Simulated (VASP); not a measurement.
HfO2: equation of state with PBEsol+D3(BJ)+U

Crystal: HfO2.

```
CELL_PARAMETERS angstrom
0.00000 2.55750 2.55750
2.55750 0.00000 2.55750
2.55750 2.55750 0.00000
ATOMIC_POSITIONS crystal
Hf 0.00000 0.00000 0.00000
O 0.75000 0.75000 0.75000
O 0.25000 0.25000 0.25000
```

Measurements of this composition are mostly on another form, of space group No. 14.

- Program: VASP 6.6.1
- Task: equation of state
- Functional: PBEsol
- Dispersion: D3(BJ)
- Potentials or basis: VASP PAW PBE potentials, release 64 (Hf_pv, O)
- Cutoff: 520 eV
- k mesh: 9 × 9 × 9
- Occupations: tetrahedron
- Spin: no spin polarisation
- Hubbard terms: Hf d U = 7 eV, J = 0.5 eV

- Equilibrium volume: 11.21 Å³/atom
- Bulk modulus: 250 GPa
- Pressure derivative of the bulk modulus: 4.1

Energy against volume, from the lowest point:
| volume (Å³/atom) | energy (meV/atom) |
| --- | --- |
| 10.483 | 40.67 |
| 10.706 | 18.68 |
| 10.929 | 5.40 |
| 11.152 | 0.00 |
| 11.375 | 1.70 |
| 11.598 | 9.80 |
| 11.821 | 23.70 |

Wall time 110 s on 1 thread of Intel(R) Xeon(R) Platinum 8559C (Emerald Rapids) (shared host), peak memory 0.17 GiB.

Caveat: the PAW data sets were made with another functional, which shifts forces and pressure a little. Spin-orbit coupling is left out, which matters for the levels of Hf.
